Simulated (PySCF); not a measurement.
**Atomic charges against the basis set**

Species: C3H4N2.
Geometry (PBE0-D3(BJ)/def2-SVP, Å), atoms numbered from 1 in this order:
```xyz
9
C3H4N2 angstrom
C     -0.5265   -0.8534   -0.7223
C     -0.9286    0.3109   -0.1115
N      0.1835    0.7672    0.5475
C      1.1869   -0.1203    0.3116
N      0.7885   -1.1072   -0.4508
H     -1.1230   -1.5193   -1.3448
H     -1.8795    0.8367   -0.0859
H      0.2435    1.6075    1.1067
H      2.1880    0.0084    0.7238
```

PBE0 throughout (PySCF), one geometry, spherical d and f functions. Geometry: PBE0-D3(BJ)/def2-SVP; no solvent, vibrations or thermal averaging. The first 7 of 9 kinds of atom are listed.

Mulliken charges (e):

```tsv
basis	functions	C1	C2	N3	C4	N5	H6	H7
STO-3G	29	-0.044	-0.030	-0.271	+0.069	-0.259	+0.090	+0.098
6-31G	53	-0.111	+0.075	-0.725	+0.228	-0.417	+0.184	+0.203
pcSseg-0	53	-0.026	+0.022	-0.815	+0.355	-0.658	+0.247	+0.251
6-31G*	78	-0.082	-0.016	-0.585	+0.175	-0.406	+0.172	+0.190
def2-SVP	90	-0.010	+0.015	-0.157	+0.115	-0.226	+0.033	+0.038
cc-pVDZ	90	+0.008	+0.009	-0.103	+0.142	-0.241	+0.013	+0.027
aug-cc-pVDZ	151	+0.404	+0.714	-0.247	+0.541	-0.509	-0.285	-0.330
6-311+G(2d,p)	159	-0.009	-0.119	-0.250	+0.100	-0.355	+0.112	+0.128
def2-TZVP	179	-0.108	-0.101	-0.204	+0.027	-0.266	+0.129	+0.144
cc-pVTZ	206	-0.114	-0.146	-0.033	-0.034	-0.206	+0.122	+0.129
IGLO-III	215	+0.014	-0.065	-0.164	+0.143	-0.402	+0.082	+0.085
```

IAO charges (e):

```tsv
basis	functions	C1	C2	N3	C4	N5	H6	H7
STO-3G	29	-0.125	-0.120	-0.185	-0.030	-0.225	+0.141	+0.147
6-31G	53	-0.117	-0.146	-0.238	-0.001	-0.302	+0.166	+0.170
pcSseg-0	53	-0.114	-0.139	-0.232	+0.015	-0.307	+0.160	+0.164
6-31G*	78	-0.095	-0.138	-0.236	+0.032	-0.323	+0.154	+0.160
def2-SVP	90	-0.096	-0.140	-0.227	+0.031	-0.318	+0.151	+0.158
cc-pVDZ	90	-0.099	-0.143	-0.232	+0.027	-0.318	+0.155	+0.162
aug-cc-pVDZ	151	-0.101	-0.149	-0.241	+0.029	-0.335	+0.163	+0.169
6-311+G(2d,p)	159	-0.100	-0.148	-0.242	+0.031	-0.336	+0.163	+0.168
def2-TZVP	179	-0.100	-0.147	-0.241	+0.032	-0.334	+0.161	+0.167
cc-pVTZ	206	-0.100	-0.147	-0.240	+0.030	-0.331	+0.161	+0.167
IGLO-III	215	-0.101	-0.149	-0.243	+0.030	-0.335	+0.163	+0.169
```

Hirshfeld charges (e):

```csv
basis,functions,C1,C2,N3,C4,N5,H6,H7
STO-3G,29,-0.024,-0.021,-0.056,+0.047,-0.212,+0.034,+0.043
6-31G,53,-0.044,-0.045,-0.062,+0.028,-0.224,+0.057,+0.064
pcSseg-0,53,-0.049,-0.046,-0.051,+0.029,-0.211,+0.051,+0.060
6-31G*,78,-0.042,-0.045,-0.062,+0.031,-0.221,+0.055,+0.061
def2-SVP,90,-0.047,-0.046,-0.055,+0.032,-0.208,+0.050,+0.057
cc-pVDZ,90,-0.049,-0.047,-0.056,+0.029,-0.201,+0.050,+0.056
aug-cc-pVDZ,151,-0.046,-0.042,-0.078,+0.032,-0.213,+0.057,+0.063
"6-311+G(2d,p)",159,-0.046,-0.042,-0.078,+0.032,-0.216,+0.058,+0.063
def2-TZVP,179,-0.047,-0.044,-0.074,+0.032,-0.213,+0.056,+0.062
cc-pVTZ,206,-0.047,-0.044,-0.071,+0.032,-0.210,+0.054,+0.060
IGLO-III,215,-0.046,-0.042,-0.078,+0.032,-0.213,+0.056,+0.062
```

Problem. Which scheme is steadiest as the basis changes?

Solution. Largest range over the bases for any column: Hirshfeld 0.03 e, IAO 0.11 e, Mulliken 0.86 e. Hirshfeld charges move least and Mulliken charges most, counted in e. Without the minimal STO-3G basis the ranges are Hirshfeld 0.03, IAO 0.03, Mulliken 0.86 e.

Problem. How much do the charges still move between the two largest bases, cc-pVTZ and IGLO-III?

Solution. At most, over all atoms: Mulliken 0.196 e, IAO 0.005 e, Hirshfeld 0.006 e.

Problem. What do the same runs give for the total energy, the frontier levels and the dipole moment?

Solution. 
| basis | energy (Eh) | HOMO (eV) | LUMO (eV) | μ (D) |
| --- | --- | --- | --- | --- |
| STO-3G | -223.1096 | -4.86 | 3.67 | 3.65 |
| 6-31G | -225.8791 | -6.61 | 0.99 | 4.07 |
| pcSseg-0 | -225.4254 | -6.92 | 0.77 | 4.14 |
| 6-31G* | -225.9526 | -6.37 | 1.15 | 3.76 |
| def2-SVP | -225.7971 | -6.61 | 0.88 | 3.80 |
| cc-pVDZ | -225.9767 | -6.47 | 1.00 | 3.68 |
| aug-cc-pVDZ | -225.9915 | -6.69 | -0.29 | 3.75 |
| 6-311+G(2d,p) | -226.0231 | -6.69 | 0.05 | 3.79 |
| def2-TZVP | -226.0429 | -6.66 | 0.66 | 3.77 |
| cc-pVTZ | -226.0364 | -6.62 | 0.75 | 3.72 |
| IGLO-III | -226.0465 | -6.69 | 0.37 | 3.76 |

The dipole is fixed by the density alone, so its range of 0.49 D shows that the density itself changes with the basis, not only its division among atoms.
